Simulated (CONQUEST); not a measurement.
Crystal: PbSe (Clausthalite).

```
Pb Se
1.0
     4.32841    0.00000    0.00000
     0.00000    4.32841    0.00000
     0.00000    0.00000    6.12130
Pb Se
2 2
Direct
  0.49669 0.50046 0.49729
  0.99669 0.00046 0.99729
  0.49424 0.50155 0.00154
  0.99424 0.00155 0.50154
```

The cell isn't the ideal one: atoms moved at random, drawn with an rms of 0.05 Å.

Program: CONQUEST 1.3. Alike in all runs: task single point; no spin polarisation; cell atoms moved at random, drawn with an rms of 0.05 Å.

**Question.** Order these runs on this cell by their band gap on the k mesh, lowest first.
A. level PBE; potentials or basis PseudoDojo NC PBE, SZP, grid cutoff 120 Ha; k mesh 6 × 6 × 5; smearing fermi-dirac 0.05 eV
B. level PBE; potentials or basis PseudoDojo NC PBE, DZP, grid cutoff 100 Ha; k mesh 6 × 6 × 5; smearing fermi-dirac 0.05 eV
C. level PBEsol; potentials or basis PseudoDojo NC PBEsol, DZ, grid cutoff 120 Ha; k mesh 5 × 5 × 3; smearing fermi-dirac 0.027 eV

**Answer.** B (0.81 eV), A (0.98 eV), C (1.35 eV).

Caveats: spin-orbit coupling is left out, which as a rule narrows the gap of such compounds by several tenths of an eV; an odd mesh through Γ misses points on the zone boundary, where band edges often lie; the basis of atomic orbitals isn't converged, which shifts pressures, moduli and gaps; the atomic basis is small (some runs); the box holds several primitive cells, so bands are folded and the points are those of the box's own zone (some runs).

A k mesh can miss the band edges, odd and even meshes differently.
